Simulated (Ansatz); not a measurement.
**How fast does Zn move in ZnSe?**

Computed with DFT PBE, scalar-relativistic, plane waves, PAW in Ansatz. Settings: 420 eV cutoff, 2×2×2 k-mesh, shifted by half a step, Gaussian smearing of 0.02 eV, no spin polarisation.

Host crystal, relaxed:

```cif
data_structure
_symmetry_space_group_name_H-M 'P 1'
_symmetry_Int_Tables_number 1
_cell_length_a 4.0530
_cell_length_b 4.0530
_cell_length_c 4.0530
_cell_angle_alpha 60.000
_cell_angle_beta 60.000
_cell_angle_gamma 60.000
_cell_volume 47.08
loop_
_atom_site_label
_atom_site_type_symbol
_atom_site_fract_x
_atom_site_fract_y
_atom_site_fract_z
_atom_site_occupancy
Zn1 Zn 0.00000 0.00000 0.00000 1
Se1 Se 0.25000 0.25000 0.25000 1
```

In a supercell of 32 host sites with charge -2, Zn trades places with a neighbouring Zn vacancy, moving 3.93 Å. Climbing-image nudged elastic band at fixed cell; the order of the saddle wasn't checked, and the small cell leaves errors of about a tenth of an eV.

```csv
image,path (Å),E − E(0) (eV)
0,0.00,0.000
1,0.77,0.326
2,1.54,0.937
3,2.32,1.287
4,3.09,0.937
5,3.86,0.326
6,4.63,0.000
```

Q: What are the barriers forward and back, and what attempt frequency does the shape suggest?

A: Forward 1.29 eV, back 1.29 eV, the ends being level. For a sinusoidal profile E_b sin²(πx/l), with the Zn atom alone moving, ν = (1/l)√(E_b/2m) = 2.5×10¹² s⁻¹, within an order of magnitude of the customary 10¹³ s⁻¹; a true prefactor needs the vibrations at the minimum and at the saddle.

Q: With ν = 10¹³ s⁻¹, how often does the exchange happen at 300, 600 and 1000 K once atom and vacancy are neighbours, taking the host as solid throughout? Does that give the diffusivity?

A: k = ν exp(−E_b/k_BT):
```tsv
T (K)	k (1/s)	wait (s)
300	2.4×10⁻⁹	4.1×10⁸
600	155	6.4×10⁻³
1000	3.3×10⁶	3.1×10⁻⁷
```

No. The atom can jump only when a vacancy is beside it, so where vacancies are thermal the activation energy of diffusion adds the vacancy's formation energy; where doping, quenching or off-stoichiometry fixes their number, it doesn't. And repeated exchanges only swap the two back and forth: Zn gets on when the vacancy moves round it by other jumps, which the correlation factor counts. An error of 0.1 eV in the barrier changes k by a factor of 48 at 300 K and 3.2 at 1000 K.

Cost: 1 run of about 59 core-minutes, on Intel Xeon Platinum 8488C (Sapphire Rapids) (shared hosts).